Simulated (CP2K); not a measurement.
Runs of CP2K 2026.2 on BeS. The structure is cubic, space group F-43m (No. 216). The conventional cell has a = 4.850 Å, b = 4.850 Å, c = 4.850 Å, α = 90.00°, β = 90.00°, γ = 90.00°. S (site symmetry -43m) is surrounded by 4 Be at 2.10 Å. Be (site symmetry -43m) has 4 S at 2.10 Å as nearest neighbours. 

```tsv
level	potentials or basis	smearing	NGRIDS	points a segment of the path (NPOINTS)	bands added on the path	CUTOFF of the grids	gap on the mesh (eV)	pressure (GPa)
PBEsol	POTENTIAL_UZH S GTH-PBE-q6, Be GTH-PBE-q4; TZVP-MOLOPT-PBE-GTH basis	fermi-dirac 0.05 eV	5	10	6	850 Ry	4.14	1.0
r2SCAN	POTENTIAL_UZH S GTH-SCAN-q6, Be GTH-SCAN-q4; TZVP-MOLOPT-SCAN-GTH basis	fermi-dirac 0.05 eV	5	8	4	1250 Ry	4.83	2.5
TB-mBJ	POTENTIAL_UZH S GTH-PBE-q6, Be GTH-PBE-q4; TZVP-MOLOPT-PBE-GTH basis	fermi-dirac 0.01 eV	5	8	6	1250 Ry	(b)	-
LDA	GTH_POTENTIALS S GTH-PADE-q6, Be GTH-PADE-q4; TZVP-MOLOPT-PBE-GTH basis	fermi-dirac 0.0259 eV	4	8	2	850 Ry	(a)	-1.8
PBE	POTENTIAL_UZH S GTH-PBE-q6, Be GTH-PBE-q4; TZVP-MOLOPT-PBE-GTH basis	fermi-dirac 0.0259 eV	5	6	2	850 Ry	4.28	2.8
```

Alike in all rows: task band structure; no spin polarisation; cell as given; k mesh 9 × 9 × 9.

Task: Estimate the missing entries.

Result: (a) 4.10; (b) 4.72.

Caveats: the mesh misses the band edges, which the band path finds closer together; the basis of atomic orbitals isn't converged, which shifts pressures, moduli and gaps; the potentials were made for another functional, which shifts forces and pressure (some runs); this is a model potential without an energy functional, so only levels have meaning (some runs).
